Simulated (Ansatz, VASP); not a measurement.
One calculation of ZnS (Wurtzite-2H), two programs

```
Zn S
1.0
     3.88722    0.00000    0.00000
    -1.94361    3.36643    0.00000
     0.00000    0.00000    5.99193
Zn S
2 2
Direct
  0.33333 0.66667 0.00000
  0.66667 0.33333 0.50000
  0.33333 0.66667 0.38500
  0.66667 0.33333 0.88500
```

Alike in both runs: task single point; functional PBE; k mesh 6 × 6 × 4; occupations fermi-dirac, width 0.05 eV; no spin polarisation.

|  | VASP | Ansatz |
| --- | --- | --- |
| version | VASP 6.6.1 | Ansatz 0.2.0 |
| potentials or method | VASP PAW PBE potentials, release 64 (Zn, S) | plane waves, PAW |
| plane-wave cutoff (eV) | 520 | 520 |
| valence electrons in the cell | 36 | 36 |

Ansatz gave:

- pressure (GPa): 2.3
- largest component of the traceless stress (GPa): 4.15

Task: Estimate VASP's values.

Result: Pressure (GPa): 2.5; largest component of the traceless stress (GPa): 4.16.

With one functional, cell and mesh, what is left measures potentials, basis and numerics. Ansatz warned: «structure_snapped_to_symmetry».
